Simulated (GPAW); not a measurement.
The system is GaP.

```
Ga P
1.0
     0.00000    2.72525    2.72525
     2.72525    0.00000    2.72525
     2.72525    2.72525    0.00000
Ga P
1 1
Direct
  0.00000 0.00000 0.00000
  0.75000 0.75000 0.75000
```

* Program: GPAW 26.7.0
* Task: relaxation of cell and atoms
* Functional: BLYP
* Dispersion: D3(BJ)
* Potentials or basis: PAW data sets generated in the run's folder for this functional
* Cutoff: 600 eV
* Basis: pw
* k mesh: 8 × 8 × 8
* Occupations: fermi-dirac, width 0.05 eV
* Spin: no spin polarisation

At the start: pressure 1.8 GPa; volume 20.24 Å³/atom.

**Question.** How do energy, volume and symmetry change on relaxing?

**Answer.** Over 3 steps the energy falls by 2.2 meV/atom and the volume is 20.64 Å³/atom (+2.0 %); space group F-43m (No. 216, to 0.05 Å).

The path:
| step | energy change (eV) | largest force (eV/Å) | pressure (GPa) | volume (Å³) |
| --- | --- | --- | --- | --- |
| 1 | 0.0000 | 0.0000 | 1.76 | 40.48 |
| 2 | -0.0019 | 0.0000 | 1.33 | 40.67 |
| 3 | -0.0045 | 0.0000 | 0.03 | 41.28 |

Final structure:
```xyz
2
Lattice="0.0000 2.7432 2.7432 2.7432 0.0000 2.7432 2.7432 2.7432 0.0000" Properties=species:S:1:pos:R:3 pbc="T T T"
Ga    0.0000    0.0000    0.0000
P     4.1148    4.1148    4.1148
```

Caveat: the data sets keep Ga 3d, Li 1s and Be 1s frozen, and some such compounds lay over 1.5 % in volume off other programs; later steps reuse the first step's grids.
